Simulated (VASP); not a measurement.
# LiH, equation of state: which settings are enough?

LiH, Fm-3m (no. 225), 2 atoms in the cell. RevPBE; PAW potentials Li_GW, H_GW (PBE set). VASP 6.6.1.

Wanted: equilibrium volume within 0.5 %; bulk modulus within 2.5 %.

What the run is for: choice of potentials; Accuracy asked: standard; Volumes (times the given one): 0.91, 0.94, 0.97, 1, 1.03, 1.06, 1.09.

## Potentials and cutoff

| Potentials and cutoff | Equilibrium volume (Å³/atom) | Bulk modulus (GPa) | Time (s) |
|---|---|---|---|
| Li_sv_GW H_GW, ENCUT 700 | 8.369 | 33.65 | 47 |
| Li_sv H_h, ENCUT 1120 | 8.362 | 33.68 | 50 |
| Li_sv H, ENCUT 800 | 8.366 | 33.73 | 46 |
| Li_GW H_GW, ENCUT 480 | 8.391 | 33.46 | 30 |
| Li H, ENCUT 450 | 8.434 | 33.8 | 18 |

Chosen: Li_GW H_GW, ENCUT 480, the fastest of those that stay within the tolerance.

## All choices together

| Input | Equilibrium volume (Å³/atom) | Bulk modulus (GPa) | Time (s) |
|---|---|---|---|
| chosen settings | 8.391 | 33.46 | 30 |
| reference settings throughout | 8.369 | 33.65 | 47 |

The tolerance is met.

## The input

INCAR:
```
SYSTEM = LiH
GGA = RE ; ISMEAR = 0
SIGMA = 0.03 ; LWAVE = .FALSE.
LCHARG = .FALSE. ; ISIF = 2
NSW = 0 ; ENCUT = 480
PREC = Accurate ; LASPH = .TRUE.
LREAL = .FALSE. ; ALGO = Normal
EDIFF = 1E-7 ; NELM = 120
GGA_COMPAT = .FALSE. ; EFERMI = MIDGAP
```

KPOINTS:
```
k-points
0
Gamma
  9 9 9
```

POSCAR.step1:
```
LiH
1.0
    0.0000000000      1.9737168817      1.9737168817
    1.9737168817      0.0000000000      1.9737168817
    1.9737168817      1.9737168817      0.0000000000
Li H
1 1
Direct
    0.0000000000      0.0000000000      0.0000000000
    0.5000000000      0.5000000000      0.5000000000
```

POSCAR.step2:
```
LiH
1.0
    0.0000000000      1.9951720069      1.9951720069
    1.9951720069      0.0000000000      1.9951720069
    1.9951720069      1.9951720069      0.0000000000
Li H
1 1
Direct
    0.0000000000      0.0000000000      0.0000000000
    0.5000000000      0.5000000000      0.5000000000
```

POSCAR.step3:
```
LiH
1.0
    0.0000000000      2.0161753610      2.0161753610
    2.0161753610      0.0000000000      2.0161753610
    2.0161753610      2.0161753610      0.0000000000
Li H
1 1
Direct
    0.0000000000      0.0000000000      0.0000000000
    0.5000000000      0.5000000000      0.5000000000
```

POSCAR.step4:
```
LiH
1.0
    0.0000000000      2.0367500000      2.0367500000
    2.0367500000      0.0000000000      2.0367500000
    2.0367500000      2.0367500000      0.0000000000
Li H
1 1
Direct
    0.0000000000      0.0000000000      0.0000000000
    0.5000000000      0.5000000000      0.5000000000
```

POSCAR.step5:
```
LiH
1.0
    0.0000000000      2.0569171532      2.0569171532
    2.0569171532      0.0000000000      2.0569171532
    2.0569171532      2.0569171532      0.0000000000
Li H
1 1
Direct
    0.0000000000      0.0000000000      0.0000000000
    0.5000000000      0.5000000000      0.5000000000
```

POSCAR.step6:
```
LiH
1.0
    0.0000000000      2.0766964161      2.0766964161
    2.0766964161      0.0000000000      2.0766964161
    2.0766964161      2.0766964161      0.0000000000
Li H
1 1
Direct
    0.0000000000      0.0000000000      0.0000000000
    0.5000000000      0.5000000000      0.5000000000
```

POSCAR.step7:
```
LiH
1.0
    0.0000000000      2.0961059188      2.0961059188
    2.0961059188      0.0000000000      2.0961059188
    2.0961059188      2.0961059188      0.0000000000
Li H
1 1
Direct
    0.0000000000      0.0000000000      0.0000000000
    0.5000000000      0.5000000000      0.5000000000
```

Commands (each step's output is kept before the next begins):
```
cat potpaw_PBE.64/Li_GW/POTCAR potpaw_PBE.64/H_GW/POTCAR > POTCAR
cp POSCAR.step1 POSCAR
mpirun -np 1 vasp_std > vasp.out
cp POSCAR.step2 POSCAR
mpirun -np 1 vasp_std > vasp.out
cp POSCAR.step3 POSCAR
mpirun -np 1 vasp_std > vasp.out
cp POSCAR.step4 POSCAR
mpirun -np 1 vasp_std > vasp.out
cp POSCAR.step5 POSCAR
mpirun -np 1 vasp_std > vasp.out
cp POSCAR.step6 POSCAR
mpirun -np 1 vasp_std > vasp.out
cp POSCAR.step7 POSCAR
mpirun -np 1 vasp_std > vasp.out
```

Limits: Total energies under different potentials can't be compared; the cell and the gap can.

The chosen input took VASP 6.6.1 30 s on 1 core (Intel Xeon Platinum 8259CL @ 2.50GHz (Skylake/Cascade Lake)), a shared host.
